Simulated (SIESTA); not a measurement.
Sn:

```
Sn
1.0
    -2.94014    2.94014    1.59930
     2.94014   -2.94014    1.59930
     2.94014    2.94014   -1.59930
Sn
2
Direct
  0.00000 0.00000 0.00000
  0.75000 0.25000 0.50000
```

Base run:

```yaml
Program: SIESTA 5.4.2
Functional: PBE
Potentials_or_basis: PseudoDojo 0.4 standard (PBE files)
Basis: SZ (energy shift 0.003 Ry)
Grid_cutoff: 500 Ry
Energy_shift: 0.003 Ry
k_mesh: 9 × 9 × 9
Occupations: fermi-dirac, width 0.05 eV
Spin: no spin polarisation
```

Its results: band gap on the k mesh none (metal or under the smearing width); pressure 5.6 GPa.

The run is repeated on the same cell with these changes: basis from SZ (energy shift 0.003 Ry) to TZDP (energy shift 0.003 Ry; two zetas on semicore shells). What comes out?

Band gap on the k mesh none (metal or under the smearing width); pressure 1.8 GPa.

Caveats: the basis of atomic orbitals isn't converged, which shifts pressures, moduli and gaps; the basis has no polarisation orbitals (some runs).
